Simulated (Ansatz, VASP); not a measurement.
Mg2Ge2N in VASP and in Ansatz

```
Mg Ge N
1.0
    -2.21510    2.21510    5.23569
     2.21510   -2.21510    5.23569
     2.21510    2.21510   -5.23569
Mg Ge N
2 2 1
Direct
  0.75000 0.25000 0.50000
  0.25000 0.75000 0.50000
  0.39177 0.39177 0.00000
  0.60823 0.60823 0.00000
  0.00000 0.00000 0.00000
```

Change from the starting cell: species swapped into the YbGe2Rh2 type (I4/mmm, No. 139).

Alike in both runs: functional PBE; k mesh 6 × 6 × 6; occupations gaussian, width 0.1 eV; no spin polarisation.

Ansatz relaxed the structure, and its values are those at the end. VASP's run is a single point on that final structure, the one shown.

```csv
,VASP,Ansatz
version,VASP 6.6.1,Ansatz 0.2.0
potentials or method,"VASP PAW PBE potentials, release 64 (Mg, Ge_d, N)","scalar-relativistic, plane waves, PAW"
plane-wave cutoff (eV),520,420
valence electrons in the cell,37,53
```

VASP gave:

| Quantity | Value |
| --- | --- |
| gap on the k mesh at the Fermi level (eV) | none |
| pressure (GPa) | 0.1 |

Q: Estimate Ansatz's values.

A: gap on the k mesh at the Fermi level (eV): none; pressure (GPa): 0.2.

A gap of «none» marks a metal or a gap that the smearing closes. The two sets of potentials don't hold the same shells in valence.
